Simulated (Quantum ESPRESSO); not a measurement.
The system is LiCl.

```
Cl Li
1.0
     0.00000    2.56477    2.56477
     2.56477    0.00000    2.56477
     2.56477    2.56477    0.00000
Cl Li
1 1
Direct
  0.50000 0.50000 0.50000
  0.00000 0.00000 0.00000
```

Base run:

```yaml
Program: Quantum ESPRESSO 7.5
Functional: WC
Potentials_or_basis: PseudoDojo 0.4.1 SR PBE standard
Cutoff: 1007 eV
Density_cutoff: 4027 eV
k_mesh: 6 × 6 × 6, shifted
Occupations: fermi-dirac, width 0.05 eV
Spin: no spin polarisation
```

Its results: pressure -1.1 GPa; electronic dielectric tensor (diagonal) 3.02.

The run is repeated on the same cell with these changes: functional from WC to BLYP. What comes out?

Pressure 2.0 GPa; electronic dielectric tensor (diagonal) 2.92.

BLYP binds less tightly than WC, so the same cell stands under more pressure.

Caveats: the potentials were made for another functional, which shifts forces and pressure.

Not every run made on this cell is shown here.
